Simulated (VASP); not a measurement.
# ZrC (Fm-3m) in VASP: notebook

One crystal, ZrC, is run at these levels: PBE; tasks: relaxation of cell and atoms.

All numbers are computed with VASP 6.6.1; they aren't measurements. Logs are shortened: lines on timing, memory, paths and dates and some standing lists are left out, and cuts for length are marked.

**1. The structure**

It takes space group Fm-3m (No. 225, cubic). The conventional cell has a = 4.730 Å, b = 4.730 Å, c = 4.730 Å, α = 90.00°, β = 90.00°, γ = 90.00°. Zr (site symmetry m-3m) is surrounded by 6 C at 2.37 Å. Around C (site symmetry m-3m) lie 6 Zr at 2.37 Å.

**2. Relaxation of cell and atoms, PBE**

The input, INCAR:

```
SYSTEM = ZrC
ALGO = Fast ; EDIFF = 1E-7
EDIFFG = -0.002 ; ENCUT = 700
GGA = PE ; IBRION = 2
ISIF = 3 ; ISMEAR = 0
LASPH = .TRUE. ; LCHARG = .FALSE.
LREAL = .FALSE. ; LWAVE = .FALSE.
NELM = 100 ; NSW = 80
PREC = Accurate ; SIGMA = 0.1
```

The input, KPOINTS:

```
k-points
0
G
  16 16 16
  0 0 0
```

The input, POSCAR:

```
ZrC
1.0
    0.0000000000      2.3650000000      2.3650000000
    2.3650000000      0.0000000000      2.3650000000
    2.3650000000      2.3650000000      0.0000000000
Zr C
1 1
Direct
    0.5000000000      0.5000000000      0.5000000000
    0.0000000000      0.0000000000      0.0000000000
```

Potentials or basis: VASP PAW PBE potentials, release 64 (Zr_sv, C).

Run with:

```bash
$ cat potpaw_PBE.64/Zr_sv/POTCAR potpaw_PBE.64/C/POTCAR > POTCAR
$ mpirun -np 1 vasp_std > vasp.out
```

OUTCAR:

```text
SYSTEM = ZrC
   EDIFF = 1E-7
   EDIFFG = -0.002
   ENCUT = 700
   GGA = PE
   IBRION = 2
   ISIF = 3
   ISMEAR = 0
   LASPH = .TRUE.
   LREAL = .FALSE.
   NELM = 100
   NSW = 80
   PREC = Accurate

 ion  position               nearest neighbor table
   1  0.500  0.500  0.500-   2 2.37   2 2.37   2 2.37   2 2.37   2 2.37   2 2.37
   2  0.000  0.000  0.000-   1 2.37   1 2.37   1 2.37   1 2.37   1 2.37   1 2.37

  LATTYP: Found a face centered cubic cell.
 ALAT       =     4.7300000000

  Lattice vectors:

 A1 = (   0.0000000000,   2.3650000000,   2.3650000000)
 A2 = (   2.3650000000,   0.0000000000,   2.3650000000)
 A3 = (   2.3650000000,   2.3650000000,   0.0000000000)

Analysis of symmetry for initial positions (statically):
=====================================================================
 Subroutine PRICEL returns:
 Original cell was already a primitive cell.

 Routine SETGRP: Setting up the symmetry group for a
 face centered cubic supercell.

 Subroutine GETGRP returns: Found 48 space group operations
 (whereof 48 operations were pure point group operations)
 out of a pool of 48 trial point group operations.

The static configuration has the point symmetry O_h .

Analysis of symmetry for dynamics (positions and initial velocities):
=====================================================================
 Subroutine PRICEL returns:
 Original cell was already a primitive cell.

 Routine SETGRP: Setting up the symmetry group for a
 face centered cubic supercell.

 Subroutine GETGRP returns: Found 48 space group operations
 (whereof 48 operations were pure point group operations)
 out of a pool of 48 trial point group operations.

The dynamic configuration has the point symmetry O_h .

 Subroutine INISYM returns: Found 48 space group operations
 (whereof 48 operations are pure point group operations),
 and found     1 'primitive' translations

----------------------------------------------------------------------------------------

                                     Primitive cell

  volume of cell :      26.4560

  direct lattice vectors                    reciprocal lattice vectors
     0.000000000  2.365000000  2.365000000    -0.211416490  0.211416490  0.211416490
     2.365000000  0.000000000  2.365000000     0.211416490 -0.211416490  0.211416490
     2.365000000  2.365000000  0.000000000     0.211416490  0.211416490 -0.211416490

  length of vectors
     3.344615075  3.344615075  3.344615075     0.366184103  0.366184103  0.366184103

  position of ions in fractional coordinates (direct lattice)
     0.500000000  0.500000000  0.500000000
     0.000000000  0.000000000  0.000000000

  ion indices of the primitive-cell ions
   primitive index   ion index
                 1           1
                 2           2

----------------------------------------------------------------------------------------

 KPOINTS: k-points

Automatic generation of k-mesh.
 Grid dimensions read from file:
 generate k-points for:   16   16   16

 Generating k-lattice:

  Cartesian coordinates                     Fractional coordinates (reciprocal lattice)
    -0.013213531  0.013213531  0.013213531     0.062500000  0.000000000  0.000000000
     0.013213531 -0.013213531  0.013213531     0.000000000  0.062500000  0.000000000
     0.013213531  0.013213531 -0.013213531     0.000000000  0.000000000  0.062500000

  Length of vectors
     0.022886506  0.022886506  0.022886506

  Shift w.r.t. Gamma in fractional coordinates (k-lattice)
     0.000000000  0.000000000  0.000000000

 Subroutine IBZKPT returns following result:
 ===========================================

 Found    145 irreducible k-points:

 Following reciprocal coordinates:
            Coordinates               Weight
  0.000000  0.000000  0.000000      1.000000
  0.062500  0.000000  0.000000      8.000000
  0.125000  0.000000  0.000000      8.000000
  0.187500  0.000000  0.000000      8.000000
  0.250000  0.000000  0.000000      8.000000
  0.312500  0.000000  0.000000      8.000000
[... 16 lines left out ...]
 -0.125000  0.062500  0.000000     24.000000
 -0.062500  0.062500  0.000000     12.000000
 [... further k-points ...]
   k-points           NKPTS =    145   k-points in BZ     NKDIM =    145   number of bands    NBANDS=     12
   number of dos      NEDOS =    301   number of ions     NIONS =      2
   total plane-waves  NPLWV =  27000
   dimension x,y,z NGX =    30 NGY =   30 NGZ =   30
   dimension x,y,z NGXF=    60 NGYF=   60 NGZF=   60
   ions per type =               1   1
   NGX,Y,Z   is equivalent  to a cutoff of  14.91, 14.91, 14.91 a.u.
   NGXF,Y,Z  is equivalent  to a cutoff of  29.82, 29.82, 29.82 a.u.
 SYSTEM =  ZrC
   PREC   = accura    normal or accurate (medium, high low for compatibility)
   ISTART =      0    job   : 0-new  1-cont  2-samecut
   ICHARG =      2    charge: 1-file 2-atom 10-const
   ISPIN  =      1    spin polarized calculation?
   LNONCOLLINEAR =      F non collinear calculations
   LSORBIT =      F    spin-orbit coupling
   LASPH  =      T    aspherical Exc in radial PAW
   ENCUT  =  700.0 eV  51.45 Ry    7.17 a.u.   7.22  7.22  7.22*2*pi/ulx,y,z
   NELM   =    100;   NELMIN=  2; NELMDL= -5     # of ELM steps
   EDIFF  = 0.1E-06   stopping-criterion for ELM
   LREAL  =      F    real-space projection
   EDIFFG = -.2E-02   stopping-criterion for IOM
   NSW    =     80    number of steps for IOM
   IBRION =      2    ionic relax: 0-MD 1-quasi-New 2-CG
   NFREE  =      1    steps in history (QN), initial steepest desc. (CG)
   ISIF   =      3    stress and relaxation
   ISYM   =      2    0-nonsym 1-usesym 2-fastsym
   POTIM  = 0.5000    time-step for ionic-motion
   TEBEG  =    0.0;   TEEND  =   0.0 temperature during run
   PSTRESS=    0.0 pullay stress
   NELECT =      16.0000    total number of electrons
   NUPDOWN=      -1.0000    fix difference up-down
   EMIN   =  10.00;   EMAX   =-10.00  energy-range for DOS
   EFERMI =   0.00;   METHOD = LEGACY
   ISMEAR =     0;   SIGMA  =   0.10  broadening in eV -4-tet -1-fermi 0-gaus
   EFERMI_NEDOS =   21; number of points for ismear=-14 and -15
   IALGO  =     68    algorithm
   IMIX   =      4    mixing-type and parameters
     AMIX     =   0.40;   BMIX     =  1.00
     AMIX_MAG =   1.60;   BMIX_MAG =  1.00
  volume/ion in A,a.u.               =      13.23        89.27
  Fermi-wavevector in a.u.,A,eV,Ry     =   1.384439  2.616209 26.077880  1.916670
  Thomas-Fermi vector in A             =   2.508943
   LORBIT       =      0    0 simple, 1 ext, 2 COOP (PROOUT), +10 PAW based schemes
   GGA     = PE    functional components
   LHFCALC =     F    Hartree Fock is set to
   AEXX    =    0.0000 exact exchange contribution
   IVDW    =     0    specifies the selected vdW correction
   LEPSILON=     F    determine dielectric tensor
   LRPA    =     F    only Hartree local field effects (RPA)
 conjugate gradient relaxation of ions
 non-spin polarized calculation
 RMM-DIIS sequential band-by-band and
 Gauss-broadening in eV      SIGMA  =   0.10
  energy-cutoff  :      700.00
  volume of cell :       26.46
 maximum number of plane-waves:      1139
 NGX is ok and might be reduce to    30
   NGX = 15   NGY = 15   NGZ = 15

--------------------------------------- Ionic step        1  -------------------------------------------

 number of electron      16.0000000 magnetization

 Free energy of the ion-electron system (eV)
  ---------------------------------------------------
  ext. energy  EPLUGINS =         0.00000000
  ---------------------------------------------------
  free energy    TOTEN  =       -19.46223758 eV

  energy without entropy =      -19.46023433  energy(sigma->0) =      -19.46123595

------------------------ aborting loop because EDIFF is reached ----------------------------------------

  FORCE on cell =-STRESS in cart. coord.  units (eV):
  Direction    XX          YY          ZZ          XY          YZ          ZX
  --------------------------------------------------------------------------------------
  -------------------------------------------------------------------------------------
  Total       -0.4582305     -0.4582305     -0.4582305      0.0000000      0.0000000     -0.0000000
  in kB      -27.7505186    -27.7505186    -27.7505186      0.0000000      0.0000000     -0.0000000
  external PRESSURE =     -27.7505186 kB  Pullay stress =       0.0000000 kB
[... 57 lines left out ...]
  energy  without entropy=      -19.4556531849  energy(sigma->0) =      -19.45656698

--------------------------------------- Ionic step        3  -------------------------------------------

 number of electron      16.0000000 magnetization

 Free energy of the ion-electron system (eV)
  ---------------------------------------------------
  ext. energy  EPLUGINS =         0.00000000
  ---------------------------------------------------
  free energy    TOTEN  =       -19.46519610 eV

  energy without entropy =      -19.46325435  energy(sigma->0) =      -19.46422523

 E-fermi :   9.5315     XC(G=0): -12.1034

 val. band max:        9.5236653813   @ k =   0.3125   0.2500   0.0000
 cond. band min:       9.5327734003   @ k =   0.4375   0.4375   0.0000
 fundamental gap:      0.0091080190
 Fermi energy:         9.5314814768

 k-point     1 :       0.0000    0.0000    0.0000
  band No.  band energies     occupation
      1     -38.5868      2.00000
      2     -16.3013      2.00000
      3     -16.3013      2.00000
      4     -16.3013      2.00000
      5      -1.7431      2.00000
      6      10.4750      0.00000
      7      10.4750      0.00000
      8      10.4750      0.00000
      9      10.6346      0.00000
     10      10.6346      0.00000
     11      10.6346      0.00000
     12      12.3374      0.00000
[... 331 lines left out ...]
 k-point    24 :      -0.0625    0.0625    0.0000
  band No.  band energies     occupation
      1     -38.5771      2.00000
      2     -16.3828      2.00000
      3     -16.3230      2.00000
      4     -16.3029      2.00000
      5      -1.5123      2.00000
      6       9.1539      2.00000
      7       9.3665      1.98039
      8       9.5116      1.22171
      9      10.7766      0.00000
     10      11.3938      0.00000
     11      11.4770      0.00000
     12      12.9565      0.00000

 [... further k-points ...]
[... 5 lines left out ...]
  --------------------------------------------------------------------------------------
  -------------------------------------------------------------------------------------
  Total       -0.0008850     -0.0008850     -0.0008850     -0.0000000     -0.0000000      0.0000000
  in kB       -0.0542825     -0.0542825     -0.0542825     -0.0000000     -0.0000000      0.0000000
  external PRESSURE =      -0.0542825 kB  Pullay stress =       0.0000000 kB
[... 17 lines left out ...]
  FREE ENERGIE OF THE ION-ELECTRON SYSTEM (eV)
  ---------------------------------------------------
  free  energy   TOTEN  =       -19.4651961048 eV

  energy  without entropy=      -19.4632543452  energy(sigma->0) =      -19.46422523

 reached required accuracy - stopping structural energy minimisation
```

Run time: 2.8 min. Hardware: 1 thread of Intel Xeon 6975P-C (Granite Rapids), shared host; peak memory 0.24 GiB.

Results:

| Property | Result |
| --- | --- |
| Free energy | -19.4652 eV |
| Relaxed volume | 13.06 Å³/atom |
| Relaxed cell | a = 3.330 Å, b = 3.330 Å, c = 3.330 Å, α = 60.00°, β = 60.00°, γ = 60.00° |
| Space group after relaxing (to 0.05 Å) | Fm-3m (No. 225) |
| Energy gained by relaxing | 1.5 meV/atom |
| Ionic steps | 3 |
| Pressure after relaxing | 0.0 GPa |
| Band gap on the k mesh | none (metal or under the smearing width) |

Step by step:
```
step  energy change (eV)  largest force (eV/Å)  pressure (GPa)  volume (Å³)
   1              0.0000                0.0000           -2.78        26.46
   2              0.0048                0.0000            4.75        25.59
   3             -0.0030                0.0000           -0.01        26.12
```

Final structure:
```
Zr C
1.0
     0.00000    2.35495    2.35495
     2.35495    0.00000    2.35495
     2.35495    2.35495    0.00000
Zr C
1 1
Direct
  0.50000 0.50000 0.50000
  0.00000 0.00000 0.00000
```

Levels at points of the mesh, in eV from the Fermi level:
| k point | band 4 | band 5 | band 6 | band 7 | band 8 | band 9 | band 10 | band 11 | band 12 |
| --- | --- | --- | --- | --- | --- | --- | --- | --- | --- |
| (0.00, 0.00, 0.00) | -25.83 | -11.27 | 0.94 | 0.94 | 0.94 | 1.10 | 1.10 | 1.10 | 2.81 |
| (0.50, 0.00, 0.00) | -25.91 | -8.23 | -5.26 | -2.90 | -2.90 | 4.48 | 4.48 | 5.30 | 6.51 |
| (0.50, 0.50, 0.00) | -26.11 | -10.11 | -2.06 | -1.73 | 0.06 | 0.06 | 4.43 | 5.63 | 5.63 |

**3. Relaxation of cell and atoms, PBE**

This run uses another cell than the first one, of 13.06 Å³/atom, 0.987 times its volume.

INCAR is that of step 2.

KPOINTS is that of step 2.

The input, POSCAR:

```
ZrC                                     
1.0
    0.0000000000      2.3549516880      2.3549516880
    2.3549516880      0.0000000000      2.3549516880
    2.3549516880      2.3549516880     -0.0000000000
  Zr              C             
     1     1
Direct
     0.5000000000000000    0.5000000000000000    0.5000000000000000
     0.0000000000000000    0.0000000000000000    0.0000000000000000
```

Potentials or basis: VASP PAW PBE potentials, release 64 (Zr_sv, C).

Run with:

```bash
$ cat potpaw_PBE.64/Zr_sv/POTCAR potpaw_PBE.64/C/POTCAR > POTCAR
$ mpirun -np 1 vasp_std > vasp.out
```

Run time: 96 s. Hardware: 1 thread of Intel Xeon 6975P-C (Granite Rapids), shared host; peak memory 0.22 GiB.

Results (log left out):

```
Free energy             : -19.4649 eV
Pressure after relaxing : 0.0 GPa
Band gap on the k mesh  : none (metal or under the smearing width)
```

Final structure:
```
CELL_PARAMETERS angstrom
0.00000 2.35495 2.35495
2.35495 0.00000 2.35495
2.35495 2.35495 0.00000
ATOMIC_POSITIONS crystal
Zr 0.50000 0.50000 0.50000
C 0.00000 0.00000 0.00000
```

Levels at points of the mesh, in eV from the Fermi level:
```tsv
k point	band 6	band 7	band 8	band 9	band 10	band 11
(0.00, 0.00, 0.00)	0.94	0.94	0.94	1.10	1.10	1.10
(0.50, 0.00, 0.00)	-5.26	-2.90	-2.90	4.48	4.48	5.42
(0.50, 0.50, 0.00)	-2.06	-1.73	0.06	0.06	4.43	5.63
```

Caveat: the relaxation stopped at its first step, so nothing moved.
